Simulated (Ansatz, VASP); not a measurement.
# Two plane-wave programs on BN

```xyz
2
Lattice="0.0000 1.8029 1.8029 1.8029 0.0000 1.8029 1.8029 1.8029 0.0000" Properties=species:S:1:pos:R:3 pbc="T T T"
B     0.0000    0.0000    0.0000
N     2.7043    2.7043    2.7043
```

Alike in both runs: task relaxation of cell and atoms; functional PBEsol; k mesh 12 × 12 × 12; no spin polarisation.

|  | VASP | Ansatz |
| --- | --- | --- |
| version | VASP 6.6.1 | Ansatz 0.2.0 |
| potentials or method | VASP PAW PBE potentials, release 64 (B, N) | scalar-relativistic, plane waves, PAW |
| plane-wave cutoff (eV) | 600 | 420 |
| occupations | gaussian, width 0.01 eV | fixed |
| valence electrons in the cell | 8 | 8 |

```tsv
	VASP	Ansatz	Ansatz less VASP
gap on the k mesh at the Fermi level, each at its own relaxed structure (eV)	4.28	4.30	+0.014
relaxed volume (Å³/atom)	5.86	5.86	-0.005
relaxed cell length with the largest relative difference (Å)	2.550	2.550	-0.0007
```

Caveats: the PAW data sets were made with another functional, which shifts forces and pressure a little (VASP). A k mesh can miss the band edges.
